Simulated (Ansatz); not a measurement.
## Compressing AlNi$_{3}$

Level of theory: DFT PBEsol, scalar-relativistic, plane waves, PAW (Ansatz). Settings: 420 eV cutoff, 12×12×12 k-mesh, Gaussian smearing of 0.10 eV, collinear spin.

The relaxed crystal:

```yaml
crystal:
  lattice:
    - [3.51909, 0.00000, 0.00000]
    - [0.00000, 3.51909, 0.00000]
    - [0.00000, 0.00000, 3.51909]
  atoms:
    - { symbol: Al, position: [0.00000, 0.00000, 0.00000] }
    - { symbol: Ni, position: [0.00000, 0.50000, 0.50000] }
    - { symbol: Ni, position: [0.50000, 0.00000, 0.50000] }
    - { symbol: Ni, position: [0.50000, 0.50000, 0.00000] }
```

Cell and atoms are relaxed at each pressure within the symmetry of the start, at zero temperature, so transitions that lower the symmetry aren't seen. The k-mesh given is that at zero pressure and may differ at others. a, b and c are the lengths of the cell vectors above.

Starting moments were lost in some runs.

```tsv
P (GPa)	V (Å³/atom)	V/V0	a (Å)	b (Å)	c (Å)
-3	11.06	1.015	3.537	3.537	3.537
0	10.90	1.000	3.519	3.519	3.519
3	10.74	0.986	3.502	3.502	3.502
8	10.51	0.964	3.477	3.477	3.477
15	10.22	0.938	3.445	3.445	3.445
30	9.72	0.892	3.388	3.388	3.388
60	9.00	0.826	3.302	3.302	3.302
```

Task: What bulk modulus and pressure derivative fit these points?

Result: A third-order Birch–Murnaghan fit gives B0 = 204 GPa and B0' = 4.5.